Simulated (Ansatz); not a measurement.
## Sn in Ansatz: the effect of functional

Crystal: Sn.

```
Sn
1.0
    -2.00176    2.00176    1.63831
     2.00176   -2.00176    1.63831
     2.00176    2.00176   -1.63831
Sn
1
Cartesian
  0.0000 0.0000 0.0000
```

This isn't the form of Sn at room conditions, which is tetragonal (white tin).

The cell isn't the ideal one: volume scaled by 0.96.

Alike in all runs:

| Property | Result |
| --- | --- |
| Program | Ansatz 0.2.0 |
| Task | single point |
| Potentials or basis | Ansatz PAW |
| k mesh | 10 × 10 × 10 |
| Occupations | fermi-dirac, width 0.05 eV |
| Spin | no spin polarisation |

Q: One run gave: pressure 0.1 GPa. Which functional did it use?
A. LDA
B. r2SCAN
C. PBEsol

A: C.

```tsv
functional	cutoff	pressure (GPa)
LDA	420 eV (not typed: the program's choice for these potentials)	-1.3
PBEsol	420 eV (not typed: the program's choice for these potentials)	0.1
r2SCAN	500 eV (not typed: the program's choice for these potentials)	1.7
```

Caveats: the PAW data sets come from PBE, with cores solved anew for the run's functional, which leaves a small shift of forces and pressure.
